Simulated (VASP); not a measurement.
# WS2 in VASP: a series of runs

Runs on WS2. Level: LDA. Tasks: single point.

All numbers are computed with VASP 6.6.1; they aren't measurements. Logs are shortened: lines on timing, memory, paths and dates and some standing lists are left out, and cuts for length are marked.

## 1. The slab as given

The cell holds a slab with vacuum, 3 atoms: a = 3.184 Å, b = 3.184 Å, c = 15.119 Å, α = 90.00°, β = 90.00°, γ = 120.00°.

## 2. Single point, LDA

INCAR reads:

```
PREC     = Accurate       # precision mode
ENCUT    = 460            # plane-wave cutoff, eV
EDIFF    = 1E-5           # SCF threshold, eV
ISMEAR   = 0              # smearing method
SIGMA    = 0.05           # smearing width, eV
LREAL    = False          # projectors in reciprocal space
LASPH    = True           # aspherical terms in the spheres
NELM     = 120            # most SCF steps
ALGO     = Normal         # electronic algorithm
ISIF     = 2              # what is computed and relaxed
LWAVE    = False          # write WAVECAR
LCHARG   = False          # write CHGCAR
LDIPOL   = True         
IDIPOL   = 3            
DIPOL    = 0.5 0.5 0.500
GGA      = CA             # functional
NBANDS   = 24             # bands
LVHAR    = True         
LVACPOTAV= True
```

KPOINTS reads:

```
regular mesh
0
Gamma
  8 8 1
```

POSCAR reads:

```
WS2
1.0
    3.1835163600      0.0000000000      0.0000000000
   -1.5917581800      2.7570060400      0.0000000000
    0.0000000000      0.0000000000     15.1189236211
S W
2 1
Direct
    0.3333333333      0.6666666667      0.3968536485
    0.3333333333      0.6666666667      0.6031463515
    0.0000000000      0.0000000000      0.5000000000
```

Potentials or basis: VASP PAW LDA potentials, release 64 (S, W_sv).

Command:

```sh
$ cat potpaw_LDA.64/S/POTCAR potpaw_LDA.64/W_sv/POTCAR > POTCAR
$ mpirun -np 1 vasp_std > vasp.out
```

OUTCAR:

```text
PREC = Accurate
   ENCUT = 460
   EDIFF = 1E-5
   ISMEAR = 0
   LREAL = False
   LASPH = True
   NELM = 120
   ISIF = 2
   GGA = CA

 Found     10 irreducible k-points:

 Following reciprocal coordinates:
            Coordinates               Weight
  0.000000  0.000000  0.000000      1.000000
  0.125000  0.000000  0.000000      6.000000
  0.250000  0.000000  0.000000      6.000000
  0.375000  0.000000  0.000000      6.000000
  0.500000  0.000000  0.000000      3.000000
  0.125000  0.125000  0.000000      6.000000
   k-points           NKPTS =     10   k-points in BZ     NKDIM =     10   number of bands    NBANDS=     24
   number of dos      NEDOS =    301   number of ions     NIONS =      3
   total plane-waves  NPLWV =  62208
   dimension x,y,z NGX =    24 NGY =   24 NGZ =  108
   dimension x,y,z NGXF=    48 NGYF=   48 NGZF=  216
   ions per type =               2   1
   NGX,Y,Z   is equivalent  to a cutoff of  12.53, 12.53, 11.88 a.u.
   NGXF,Y,Z  is equivalent  to a cutoff of  25.07, 25.07, 23.75 a.u.
 SYSTEM =  unknown system
   PREC   = accura    normal or accurate (medium, high low for compatibility)
   ISTART =      0    job   : 0-new  1-cont  2-samecut
   ICHARG =      2    charge: 1-file 2-atom 10-const
   ISPIN  =      1    spin polarized calculation?
   LNONCOLLINEAR =      F non collinear calculations
   LSORBIT =      F    spin-orbit coupling
   LASPH  =      T    aspherical Exc in radial PAW
   ENCUT  =  460.0 eV  33.81 Ry    5.81 a.u.   5.57  5.57 26.44*2*pi/ulx,y,z
   NELM   =    120;   NELMIN=  2; NELMDL= -5     # of ELM steps
   EDIFF  = 0.1E-04   stopping-criterion for ELM
   LREAL  =      F    real-space projection
   EDIFFG = 0.1E-03   stopping-criterion for IOM
   NSW    =      0    number of steps for IOM
   IBRION =     -1    ionic relax: 0-MD 1-quasi-New 2-CG
   NFREE  =      0    steps in history (QN), initial steepest desc. (CG)
   ISIF   =      2    stress and relaxation
   ISYM   =      2    0-nonsym 1-usesym 2-fastsym
   POTIM  = 0.5000    time-step for ionic-motion
   TEBEG  =    0.0;   TEEND  =   0.0 temperature during run
   PSTRESS=    0.0 pullay stress
   NELECT =      26.0000    total number of electrons
   NUPDOWN=      -1.0000    fix difference up-down
   EMIN   =  10.00;   EMAX   =-10.00  energy-range for DOS
   EFERMI =   0.00;   METHOD = LEGACY
   ISMEAR =     0;   SIGMA  =   0.05  broadening in eV -4-tet -1-fermi 0-gaus
   EFERMI_NEDOS =   21; number of points for ismear=-14 and -15
   IALGO  =     38    algorithm
   IMIX   =      4    mixing-type and parameters
     AMIX     =   0.40;   BMIX     =  1.00
     AMIX_MAG =   1.60;   BMIX_MAG =  1.00
  volume/ion in A,a.u.               =      44.23       298.50
  Fermi-wavevector in a.u.,A,eV,Ry     =   0.950847  1.796841 12.301168  0.904110
  Thomas-Fermi vector in A             =   2.079262
   LORBIT       =      0    0 simple, 1 ext, 2 COOP (PROOUT), +10 PAW based schemes
   GGA     = CA    functional components
   LHFCALC =     F    Hartree Fock is set to
   AEXX    =    0.0000 exact exchange contribution
   IVDW    =     0    specifies the selected vdW correction
   LEPSILON=     F    determine dielectric tensor
   LRPA    =     F    only Hartree local field effects (RPA)
 non-spin polarized calculation
 Gauss-broadening in eV      SIGMA  =   0.05
  energy-cutoff  :      460.00
  volume of cell :      132.70
 maximum number of plane-waves:      3029
 NGX is ok and might be reduce to    24
   NGX = 11   NGY = 11   NGZ = 53

 number of electron      25.9999997 magnetization

 dipolmoment           0.000000      0.000000      0.000000 electrons x Angstroem

 Free energy of the ion-electron system (eV)
  ---------------------------------------------------
  ext. energy  EPLUGINS =         0.00000000
  ---------------------------------------------------
  free energy    TOTEN  =       -26.11606190 eV

  energy without entropy =      -26.11606190  energy(sigma->0) =      -26.11606190

 E-fermi :  -0.5983     XC(G=0):  -5.1989

 val. band max:       -0.9042747708   @ k =   0.0000   0.0000   0.0000
 cond. band min:       1.1554587027   @ k =   0.3750   0.2500   0.0000
 fundamental gap:      2.0597334735
 Fermi energy:        -0.5982536984

 k-point     1 :       0.0000    0.0000    0.0000
  band No.  band energies     occupation
      1     -74.4389      2.00000
      2     -38.9466      2.00000
      3     -38.7875      2.00000
      4     -38.7875      2.00000
      5     -15.5607      2.00000
      6     -13.8796      2.00000
[... 16 lines left out ...]
     23       8.4885      0.00000
     24       9.7284      0.00000

 k-point     2 :       0.1250    0.0000    0.0000
  band No.  band energies     occupation
      1     -74.4363      2.00000
      2     -38.9374      2.00000
      3     -38.8383      2.00000
      4     -38.7993      2.00000
      5     -15.3049      2.00000
      6     -13.7890      2.00000
[... 16 lines left out ...]
     23       8.7569      0.00000
     24       8.7803      0.00000

 k-point     3 :       0.2500    0.0000    0.0000
  band No.  band energies     occupation
      1     -74.4302      2.00000
      2     -38.9593      2.00000
      3     -38.9153      2.00000
      4     -38.8277      2.00000
      5     -14.6278      2.00000
      6     -13.5518      2.00000
[... 16 lines left out ...]
     23       8.5672      0.00000
     24       9.5851      0.00000

 k-point     4 :       0.3750    0.0000    0.0000
  band No.  band energies     occupation
      1     -74.4241      2.00000
      2     -39.0778      2.00000
      3     -38.8931      2.00000
      4     -38.8560      2.00000
      5     -13.8200      2.00000
      6     -13.2810      2.00000
[... 16 lines left out ...]
     23       9.4632      0.00000
     24       9.7306      0.00000

 k-point     5 :       0.5000    0.0000    0.0000
  band No.  band energies     occupation
      1     -74.4216      2.00000
      2     -39.1262      2.00000
      3     -38.8838      2.00000
      4     -38.8677      2.00000
      5     -13.4204      2.00000
      6     -13.1558      2.00000
[... 16 lines left out ...]
     23       9.4796      0.00000
     24       9.8202      0.00000

 k-point     6 :       0.1250    0.1250    0.0000
  band No.  band energies     occupation
      1     -74.4320      2.00000
      2     -38.9218      2.00000
      3     -38.9186      2.00000
      4     -38.8250      2.00000
      5     -14.8368      2.00000
      6     -13.6235      2.00000
[... 16 lines left out ...]
     23       8.8072      0.00000
     24       9.2742      0.00000

 [... further k-points ...]

------------------------ aborting loop because EDIFF is reached ----------------------------------------

  FORCE on cell =-STRESS in cart. coord.  units (eV):
  Direction    XX          YY          ZZ          XY          YZ          ZX
  --------------------------------------------------------------------------------------
  -------------------------------------------------------------------------------------
  Total       -2.1454908     -2.1454908     -1.1447037      0.0000000      0.0000000      0.0000000
  in kB      -25.9042822    -25.9042822    -13.8209536      0.0000000      0.0000000      0.0000000
  external PRESSURE =     -21.8765060 kB  Pullay stress =       0.0000000 kB

 VOLUME and BASIS-vectors are now :
 -----------------------------------------------------------------------------
  energy-cutoff  :      460.00
  volume of cell :      132.70
      direct lattice vectors                 reciprocal lattice vectors
     3.183516360  0.000000000  0.000000000     0.314118065  0.181356150  0.000000000
    -1.591758180  2.757006040  0.000000000     0.000000000  0.362712299  0.000000000
     0.000000000  0.000000000 15.118923621     0.000000000  0.000000000  0.066142275

 POSITION                                       TOTAL-FORCE (eV/Angst)
 -----------------------------------------------------------------------------------
     -0.00000      1.83800      6.00000         0.000000     -0.000000      0.357341
     -0.00000      1.83800      9.11892        -0.000000      0.000000     -0.357341
      0.00000      0.00000      7.55946        -0.000000     -0.000000     -0.000000
 -----------------------------------------------------------------------------------
    total drift:                                0.000000     -0.000000     -0.000000

  FREE ENERGIE OF THE ION-ELECTRON SYSTEM (eV)
  ---------------------------------------------------
  free  energy   TOTEN  =       -26.1160619019 eV

  energy  without entropy=      -26.1160619019  energy(sigma->0) =      -26.11606190

 vacuum level on the upper side and lower side of the slab         5.078         5.078
```

It took 16 s on 1 thread of Intel Xeon 6975P-C (Granite Rapids), shared host; peak memory 0.2 GiB.

The run converged, but some of its settings lie outside the range that counts as converged, so its numbers aren't taken as properties of the slab.

What came out:

- Free energy: -26.1161 eV
- Largest force: 0.357 eV/Å
- Band gap on the k mesh: 2.06 eV, indirect (least direct gap 2.24 eV)
- Ionisation potential of the upper face: 5.98 eV

Caveat: spin-orbit coupling is left out, which moves the levels of the heavy elements.

## 3. Single point, LDA

This run uses another cell than the first one, of 53.01 Å³/atom, 1.198 times its volume.

INCAR: that of step 2 with these lines changed.

```diff
@@ -2,3 +2,3 @@
 ENCUT    = 460            # plane-wave cutoff, eV
-EDIFF    = 1E-5           # SCF threshold, eV
+EDIFF    = 1E-7           # SCF threshold, eV
 ISMEAR   = 0              # smearing method
```

KPOINTS is that of step 2.

POSCAR reads:

```
WS2
1.0
    3.1835163600      0.0000000000      0.0000000000
   -1.5917581800      2.7570060400      0.0000000000
    0.0000000000      0.0000000000     18.1189236211
S W
2 1
Direct
    0.3333333333      0.6666666667      0.4139318735
    0.3333333333      0.6666666667      0.5860681265
    0.0000000000      0.0000000000      0.5000000000
```

Potentials or basis: VASP PAW LDA potentials, release 64 (S, W_sv).

Command:

```sh
$ cat potpaw_LDA.64/S/POTCAR potpaw_LDA.64/W_sv/POTCAR > POTCAR
$ mpirun -np 1 vasp_std > vasp.out
```

OUTCAR:

```text
PREC = Accurate
   ENCUT = 460
   EDIFF = 1E-7
   ISMEAR = 0
   LREAL = False
   LASPH = True
   NELM = 120
   ISIF = 2
   GGA = CA

 Found     10 irreducible k-points:

 Following reciprocal coordinates:
            Coordinates               Weight
  0.000000  0.000000  0.000000      1.000000
  0.125000 -0.000000  0.000000      6.000000
  0.250000 -0.000000  0.000000      6.000000
  0.375000 -0.000000  0.000000      6.000000
  0.500000 -0.000000  0.000000      3.000000
  0.125000  0.125000  0.000000      6.000000
   k-points           NKPTS =     10   k-points in BZ     NKDIM =     10   number of bands    NBANDS=     24
   number of dos      NEDOS =    301   number of ions     NIONS =      3
   total plane-waves  NPLWV =  73728
   dimension x,y,z NGX =    24 NGY =   24 NGZ =  128
   dimension x,y,z NGXF=    48 NGYF=   48 NGZF=  256
   ions per type =               2   1
   NGX,Y,Z   is equivalent  to a cutoff of  12.53, 12.53, 11.74 a.u.
   NGXF,Y,Z  is equivalent  to a cutoff of  25.07, 25.07, 23.49 a.u.
 SYSTEM =  unknown system
   PREC   = accura    normal or accurate (medium, high low for compatibility)
   ISTART =      0    job   : 0-new  1-cont  2-samecut
   ICHARG =      2    charge: 1-file 2-atom 10-const
   ISPIN  =      1    spin polarized calculation?
   LNONCOLLINEAR =      F non collinear calculations
   LSORBIT =      F    spin-orbit coupling
[... 61 lines left out ...]
 fundamental gap:      2.0597286288
 Fermi energy:        -1.3255822428

 k-point     1 :       0.0000    0.0000    0.0000
  band No.  band energies     occupation
      1     -75.2796      2.00000
      2     -39.7873      2.00000
      3     -39.6282      2.00000
      4     -39.6282      2.00000
      5     -16.4014      2.00000
      6     -14.7204      2.00000
[... 151 lines left out ...]
     23       7.4157      0.00000
     24       8.1909      0.00000

 [... further k-points ...]

------------------------ aborting loop because EDIFF is reached ----------------------------------------

  FORCE on cell =-STRESS in cart. coord.  units (eV):
  Direction    XX          YY          ZZ          XY          YZ          ZX
  --------------------------------------------------------------------------------------
  -------------------------------------------------------------------------------------
  Total       -2.1457507     -2.1457507     -1.1450169      0.0000000      0.0000000      0.0000000
  in kB      -21.6178575    -21.6178574    -11.5357357      0.0000000      0.0000000      0.0000000
  external PRESSURE =     -18.2571502 kB  Pullay stress =       0.0000000 kB

 VOLUME and BASIS-vectors are now :
 -----------------------------------------------------------------------------
  energy-cutoff  :      460.00
  volume of cell :      159.03
      direct lattice vectors                 reciprocal lattice vectors
     3.183516360  0.000000000  0.000000000     0.314118065  0.181356150  0.000000000
    -1.591758180  2.757006040  0.000000000     0.000000000  0.362712299  0.000000000
     0.000000000  0.000000000 18.118923621     0.000000000  0.000000000  0.055190916

 POSITION                                       TOTAL-FORCE (eV/Angst)
 -----------------------------------------------------------------------------------
     -0.00000      1.83800      7.50000         0.000000      0.000000      0.357136
     -0.00000      1.83800     10.61892         0.000000      0.000000     -0.357136
      0.00000      0.00000      9.05946        -0.000000     -0.000000      0.000000
 -----------------------------------------------------------------------------------
    total drift:                                0.000000     -0.000000     -0.000000

  FREE ENERGIE OF THE ION-ELECTRON SYSTEM (eV)
  ---------------------------------------------------
  free  energy   TOTEN  =       -26.1156461883 eV

  energy  without entropy=      -26.1156461883  energy(sigma->0) =      -26.11564619

 vacuum level on the upper side and lower side of the slab         4.237         4.237
```

Run time: 25 s. Hardware: 1 thread of Intel Xeon 6975P-C (Granite Rapids), shared host; peak memory 0.21 GiB.

The run converged, but some of its settings lie outside the range that counts as converged, so its numbers aren't taken as properties of the slab.

Results:

```
Free energy                            : -26.1156 eV
Largest force                          : 0.357 eV/Å
Band gap on the k mesh                 : 2.06 eV, indirect (least direct gap 2.24 eV)
Ionisation potential of the upper face : 5.98 eV
```

Caveat: spin-orbit coupling is left out, which moves the levels of the heavy elements.
